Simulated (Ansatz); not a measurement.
A run of Ansatz 0.2.0:

File input.yaml:

```yaml
crystal:
  lattice:
    - [0.0, 3.15085, 3.15085]
    - [3.15085, 0.0, 3.15085]
    - [3.15085, 3.15085, 0.0]
  atoms:
    - { symbol: Te, position: [0.5, 0.5, 0.5] }
    - { symbol: Sn, position: [0.0, 0.0, 0.0] }
hamiltonian:
  xc: blyp
  pseudopotentials: { kind: paw }
  dispersion: d4
kpoints:
  mp_grid: { grid: [7, 7, 7] }
scf:
  occupations: { method: fermi_dirac, width: 0.05 }
output:
  forces: true
  stress: true
relax:
  f_tol: 0.01
  max_steps: 40
  cell: { stress_tol: 0.05 }
```

Potentials or basis: Ansatz PAW.

The run is started by

```sh
$ ansatz run input.yaml --threads 2 --pin off --max-ram 5120MiB --backend cpu --events-out ev --progress --plain --runs-dir out
```

Hardware: 2 threads of Arm Neoverse V2, on a shared host.

Question: Estimate the wall time of this run.

Answer: Run time: 3.1 s on 2 threads of Arm Neoverse V2, with other jobs on the host, peak memory 0.34 GiB. Counts: scf iterations 26, plane waves 1243, k points 20, bands 19, ion steps 5.
